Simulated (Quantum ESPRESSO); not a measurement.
**TiO2: zone-centre phonons and dielectric response under several settings**

```xyz
6
Lattice="4.5998 0.0000 0.0000 0.0000 4.5998 0.0000 0.0000 0.0000 2.9592" Properties=species:S:1:pos:R:3 pbc="T T T"
Ti    0.0000    0.0000    1.4796
Ti    2.2999    2.2999    0.0000
O     1.3998    1.3998    1.4796
O     0.9001    3.6997    0.0000
O     3.6997    0.9001    0.0000
O     3.2000    3.2000    1.4796
```

The cell is a database's computed one.

All runs used Quantum ESPRESSO 7.5; k mesh 4 × 4 × 6, shifted; relaxed cell; no spin polarisation; occupations smeared at first, fixed for the response.

```tsv
level	potentials	cutoff (eV)	volume (Å³/atom)	pressure (GPa)	lowest optical mode without the field (cm⁻¹)	highest optical mode without the field (cm⁻¹)	ε∞ (mean)	Born charge of atom 1 (e)	sum of the Born charges (e)
PBE	SSSP 1.3 efficiency PBE	748	10.64	0.0	109i	771	7.87	6.73	-0.02
LDA	GBRV 1.5 LDA	612	?	0.1	?	?	?	?	?
```

**Question.** What stands in the row left open?

**Answer.** Volume 10.09 Å³/atom; lowest optical mode without the field 101 cm⁻¹; highest optical mode without the field 818 cm⁻¹; ε∞ 7.94; Born charge of atom 1 6.76 e; sum of the Born charges -0.01 e.

Values marked i are imaginary: the cell is unstable against those modes at that level, or the meshes are too thin.

Caveats: some modes are imaginary (some runs).
